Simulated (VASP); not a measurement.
**CdSe (Cadmoselite): single point with r2SCAN**

**The experiment to reproduce.**

From a printed reference work, data compilation, for a bulk crystal of CdSe at 2 K: band gap 1.841 eV.

Crystal: CdSe (Cadmoselite).

```
Cd Se
1.0
     4.34072    0.00000    0.00000
    -2.17036    3.75917    0.00000
     0.00000    0.00000    7.07666
Cd Se
2 2
Direct
  0.33333 0.66667 0.00452
  0.66667 0.33333 0.50452
  0.33333 0.66667 0.38048
  0.66667 0.33333 0.88048
```

- Program: VASP 6.6.1
- Task: single point
- Functional: r2SCAN
- Potentials or basis: VASP PAW PBE potentials, release 64 (Cd, Se)
- Cutoff: 520 eV
- k mesh: 6 × 6 × 4
- Occupations: fermi-dirac, width 0.02 eV
- Spin: no spin polarisation

| Quantity | Value |
| --- | --- |
| Pressure | 0.2 GPa |
| Band gap on the k mesh | 1.09 eV, direct |

Levels at points of the mesh, in eV from the valence-band top:
| k point | band 16 | band 17 | band 18 | band 19 | band 20 | band 21 |
| --- | --- | --- | --- | --- | --- | --- |
| (0.00, 0.00, 0.00) | -0.04 | 0.00 | 0.00 | 1.09 | 2.64 | 6.38 |
| (0.50, 0.00, 0.00) | -1.80 | -1.28 | -0.73 | 3.63 | 3.71 | 5.09 |
| (0.00, 0.00, 0.50) | -0.38 | -0.38 | -0.38 | 2.78 | 2.78 | 6.27 |
| (0.50, 0.00, 0.50) | -1.31 | -1.31 | -1.31 | 3.33 | 3.33 | 5.27 |

Wall time 2.6 min on 1 thread of Intel(R) Xeon(R) Platinum 8259CL CPU @ 2.50GHz (Skylake/Cascade Lake), with other jobs on the host, peak memory 0.26 GiB.

Measured gap of CdSe: 1.841 eV (2 K; a printed reference work, data compilation). This calculation gives 1.09 eV (-0.75 eV). Spin-orbit coupling on Cd, Se is left out. The value is that of r2SCAN, without temperature or zero-point motion.

Caveat: the PAW data sets were made with another functional, which shifts forces and pressure a little.
